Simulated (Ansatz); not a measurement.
input.yaml (Ansatz 0.2.0):

```yaml
crystal:
  lattice:
    - [-1.6290817675, 1.6290817675, 1.6290817675]
    - [1.6290817675, -1.6290817675, 1.6290817675]
    - [1.6290817675, 1.6290817675, -1.6290817675]
  atoms:
    - { symbol: Ti, position: [0.0, 0.0, 0.0] }
basis:
  ecutwfc: 420
  ecutrho_ratio: 4
kpoints:
  mp_grid: { grid: [18, 18, 18] }
hamiltonian:
  xc: pbe
scf:
  occupations: { method: gaussian, width: 0.05 }
output:
  forces: true
  stress: true
  eigenvalues: true
  populations: true
magnetization:
  noncollinear: true
  spin_orbit: true
```

At room temperature and ambient pressure Ti is hcp.

Before reading the output: what should come out?

Pressure -0.2 GPa, gap on the mesh zero (metallic) (PBE+SOC).

What the program printed, in part:

```
Pseudopotentials: kind: paw_fr
Pseudopotential: Ti, paw_fr, valence charge 12, recommended cutoff 420 eV (normal), Ti.paw.azcp#standard-fr
Crystal: 1 atoms, lattice volume = 17.294 Å³
Basis set: ecut = 420 eV, 321 PW (Γ), exchange–correlation on 40×40×40 points (8 copies of the dense FFT grid, shifted against one another)
Bands: 20, of which v1, the nominal top of the filled ones, is band 12 counted from 1 (11 counted from 0)
Symmetry: 48 space group operations + 48 with time reversal
Magnetic group: BNS 229.141 (UNI 1643), of the structure as read, at distance tolerance 2.6e-5 Å
k-points: 195 of 5832
Projection manifold: j_resolved (fully-relativistic pseudo-atomic orbitals)
Initial density: superposition of atomic densities (chi_scale 0.1, normalization cell)
Initial wavefunctions: pseudopotential atomic-orbital guess
Functional: x = pbe(κ = 0.804, μ = 0.21951), c = pbe(β = 0.06672)
```

```
SCF iter   1: F=—  HF=-2499.793257 eV  |F-HF|=—  |Δ(HF+E_count)|=         —  Δρ=5.12e-2  dr2=5.08e-1  dr2_m=0.00e0 (ungated)  ethr=3.10e-3  |M|=0.00e0 ∫|m|=0.00e0 μB  |m|>n=0.0e0 m-floor=0.0e0 τ_xc=0.0e0  β_m=0.30  ⟨swp⟩=6.9  Hψ=10838  notcnv=0  defer=16
SCF iter   2: F=—  HF=-2499.636886 eV  |F-HF|=—  |Δ(HF+E_count)|=   1.56e-1  Δρ=1.43e-2  dr2=4.12e-2  dr2_m=0.00e0 (ungated)  ethr=3.10e-3  |M|=0.00e0 ∫|m|=0.00e0 μB  |m|>n=0.0e0 m-floor=0.0e0 τ_xc=0.0e0  β_m=0.35  ⟨swp⟩=2.8  Hψ=3821  notcnv=0  defer=548
SCF iter   3: F=—  HF=-2499.627110 eV  |F-HF|=—  |Δ(HF+E_count)|=   9.78e-3  Δρ=5.57e-3  dr2=2.36e-3  dr2_m=0.00e0 (ungated)  ethr=3.43e-4  |M|=0.00e0 ∫|m|=0.00e0 μB  |m|>n=0.0e0 m-floor=0.0e0 τ_xc=0.0e0  β_m=0.64  ⟨swp⟩=2.3  Hψ=2753  notcnv=0  defer=548
SCF iter   4: F=—  HF=-2499.627259 eV  |F-HF|=—  |Δ(HF+E_count)|=   1.49e-4  Δρ=8.45e-4  dr2=1.21e-4  dr2_m=0.00e0 (ungated)  ethr=1.97e-5  |M|=0.00e0 ∫|m|=0.00e0 μB  |m|>n=0.0e0 m-floor=0.0e0 τ_xc=0.0e0  β_m=0.76  ⟨swp⟩=2.0  Hψ=3167  notcnv=0  defer=548
SCF iter   5: F=—  HF=-2499.627228 eV  |F-HF|=—  |Δ(HF+E_count)|=   3.05e-5  Δρ=2.49e-4  dr2=9.90e-6  dr2_m=0.00e0 (ungated)  ethr=1.01e-6  |M|=0.00e0 ∫|m|=0.00e0 μB  |m|>n=0.0e0 m-floor=0.0e0 τ_xc=0.0e0  β_m=0.86  ⟨swp⟩=2.1  Hψ=2677  notcnv=0  defer=548
SCF iter   6: F=—  HF=-2499.627226 eV  |F-HF|=—  |Δ(HF+E_count)|=   2.50e-6  Δρ=2.76e-5  dr2=1.13e-7  dr2_m=0.00e0 (ungated)  ethr=8.25e-8  |M|=0.00e0 ∫|m|=0.00e0 μB  |m|>n=0.0e0 m-floor=0.0e0 τ_xc=0.0e0  β_m=0.85  ⟨swp⟩=2.3  Hψ=2757  notcnv=0  defer=548
SCF iter   7: F=-2499.627226 eV  HF=-2499.627226 eV  |F-HF|=6.09e-11  |Δ(HF+E_count)|=   2.03e-8  Δρ=1.11e-6  dr2=1.03e-10  dr2_m=0.00e0 (ungated)  ethr=8.33e-10  |M|=0.00e0 ∫|m|=0.00e0 μB  |m|>n=0.0e0 m-floor=0.0e0 τ_xc=0.0e0  ⟨swp⟩=7.1  Hψ=8767  notcnv=0
```

```
SCF 1 converged in 7 iterations: F = -2499.627226 eV  dr2 = 1.03e-10
SCF converged after 7 iterations
Magnetization: |M| = 0.0000 μB,  M = (+0.0000, +0.0000, +0.0000) μB
Absolute magnetization: 0.0000 μB (∫|m|)
  site 0: m = (+0.0000, +0.0000, +0.0000) μB, |m| = 0.0000 μB  (R = 1.16 Å)
Free energy (F): -2499.627226 eV
E sigma→0 (E₀):  -2499.625844 eV
Entropy (-TS):   -0.002763 eV (-2.763 meV/atom)
Fermi energy:    13.193421 eV
--- Forces (eV/Å), atoms counted from 1 ---
  atom   1  Ti     0.00000000     0.00000000     0.00000000
--- Stress (GPa, compression-positive) ---
       -0.232510       0.000000       0.000000
        0.000000      -0.232510       0.000000
        0.000000       0.000000      -0.232510
  P = ⅓ Tr σ = -0.2325 GPa (-2.325 kbar)
--- Band table (eV; the first three rows and the last of 195) ---
  k-point 0: bands = ["-43.2908", "-43.2908", "-19.6073", "-19.6073", "-18.9377", "-18.9377", "-18.9377", "-18.9377", "7.2560", "7.2560", "14.1763", "14.1763", "14.1763", "14.1763", "14.2039", "14.2039", "15.9568", "15.9568", "15.9568", "15.9568"]
  k-point 1: bands = ["-43.2868", "-43.2868", "-19.6165", "-19.6165", "-18.9538", "-18.9538", "-18.9409", "-18.9409", "7.3621", "7.3621", "14.1342", "14.1342", "14.1730", "14.1730", "14.2648", "14.2648", "15.8986", "15.8986", "15.9597", "15.9597"]
  k-point 2: bands = ["-43.2752", "-43.2752", "-19.6441", "-19.6441", "-18.9985", "-18.9985", "-18.9496", "-18.9496", "7.6732", "7.6732", "13.9980", "13.9980", "14.1154", "14.1154", "14.4914", "14.4914", "15.7654", "15.7654", "15.9703", "15.9703"]
  k-point 194: bands = ["-43.0616", "-43.0616", "-20.0606", "-20.0606", "-19.4161", "-19.4161", "-19.4161", "-19.4161", "11.0698", "11.0698", "11.0698", "11.0698", "17.1262", "17.1262", "17.1262", "17.1262", "17.1637", "17.1637", "21.4919", "21.4919"]
--- Löwdin populations: 1 site ---
  site symbol       q [e]
     0     Ti     11.8724
```

Total energies depend on the potentials used, so only differences within one code and one set of settings carry meaning.
